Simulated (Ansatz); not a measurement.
# TiS2: the cost of one run

Computed with Ansatz 0.2.0 (DFT PBE+D3(BJ), scalar-relativistic, plane waves, PAW, unless a step's input says otherwise).

2 further runs of the same task are left out: 1 that didn't finish, 1 set aside as unsound or not needed.

## Step 1: The starting structure

The structure is trigonal, space group P-3m1 (No. 164). Conventional cell: a = 3.359 Å, b = 3.359 Å, c = 5.524 Å, α = 90.00°, β = 90.00°, γ = 120.00°. Ti (site symmetry -3m) is surrounded by 6 S at 2.41 Å. Around S (site symmetry 3m) lie 3 Ti at 2.41 Å.

Structure file:

```cif
data_structure
_symmetry_space_group_name_H-M 'P-3m1'
_symmetry_Int_Tables_number 164
_cell_length_a 3.3589
_cell_length_b 3.3589
_cell_length_c 5.5243
_cell_angle_alpha 90.000
_cell_angle_beta 90.000
_cell_angle_gamma 120.000
_cell_volume 53.97
loop_
_atom_site_label
_atom_site_type_symbol
_atom_site_symmetry_multiplicity
_atom_site_Wyckoff_symbol
_atom_site_fract_x
_atom_site_fract_y
_atom_site_fract_z
_atom_site_occupancy
Ti1 Ti 1 a 0.00000 0.00000 0.00000 1
S1 S 2 d 0.33333 0.66667 0.25870 1
```

This cell was relaxed beforehand with the same method: volume 17.99 Å³/atom, gap on the mesh none (metal).

## Step 2: Bands, states and charges

Input file input.yaml:

```yaml
crystal:
  lattice:
    - [3.358856601, 0.0, 0.0]
    - [-1.6794283005, 2.9088551441, 0.0]
    - [0.0, 0.0, 5.5242797378]
  atoms:
    - { symbol: Ti, position: [0.0, 0.0, 0.0] }
    - { symbol: S, position: [0.3333333333, 0.6666666667, 0.2586983809] }
    - { symbol: S, position: [0.6666666667, 0.3333333333, 0.7413016191] }
basis:
  ecutwfc: 420
kpoints:
  mp_grid: { grid: [12, 12, 8] }
  band_path:
    path:
      - [[0.0, 0.0, 0.0], [0.5, 0.0, 0.0], [0.33333333, 0.33333333, 0.0], [0.0, 0.0, 0.0], [0.0, 0.0, 0.5], [0.5, 0.0, 0.5], [0.33333333, 0.33333333, 0.5], [0.0, 0.0, 0.5]]
      - [[0.5, 0.0, 0.5], [0.5, 0.0, 0.0]]
      - [[0.33333333, 0.33333333, 0.5], [0.33333333, 0.33333333, 0.0]]
    npoints: 14
hamiltonian:
  xc: pbe
  dispersion: d3bj
scf:
  occupations: { method: gaussian, width: 0.1 }
  n_extra_bands: 7
output:
  forces: true
  stress: true
  eigenvalues: true
  populations: true
  dos: { projected: true, de: 0.02, nscf_kmesh: { grid: [18, 18, 12] } }
  bader: true
  write_density: true
  write_potential: true
  elf: true
  volumetric_format: npy
```

Launch:

```
> ansatz run input.yaml --threads 1 --pin off --max-ram 2560MiB --backend cpu --events-out ev --progress --plain --runs-dir out
```

What time and memory should one allow on 1 thread of Arm Neoverse V1, shared host?

About 43 s, with a peak of 0.47 GiB.
